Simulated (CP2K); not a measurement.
Crystal: MgSi.

```xyz
2
Lattice="2.9084 0.0000 0.0000 0.0000 2.9084 0.0000 0.0000 0.0000 4.1034" Properties=species:S:1:pos:R:3 pbc="T T T"
Si    1.4542    1.4542    2.0517
Mg    0.0000    0.0000    0.0000
```

The cell comes from a database or a generator and needn't be the stable form of this composition.

Base run:

| Item | Value |
| --- | --- |
| Program | CP2K 2026.2 |
| Functional | SCAN |
| Potentials or basis | POTENTIAL_UZH Si GTH-SCAN-q4, Mg GTH-SCAN-q10; TZVP-MOLOPT-SCAN-GTH basis |
| Density cutoff | 19048 eV |
| k mesh | 9 × 9 × 7 |
| Occupations | fermi-dirac, width 0.05 eV |
| Spin | no spin polarisation |

Its results: band gap on the k mesh none (metal or under the smearing width); pressure 0.2 GPa.

The run is repeated on the same cell with these changes: functional from SCAN to TASK; occupations from fermi-dirac, width 0.05 eV to fermi-dirac, width 0.1 eV. What comes out?

Band gap on the k mesh none (metal or under the smearing width); pressure 2.9 GPa.

Caveats: the basis of atomic orbitals isn't converged, which shifts pressures, moduli and gaps; the potentials were made for another functional, which shifts forces and pressure (some runs).

Not every run made on this cell is shown here.
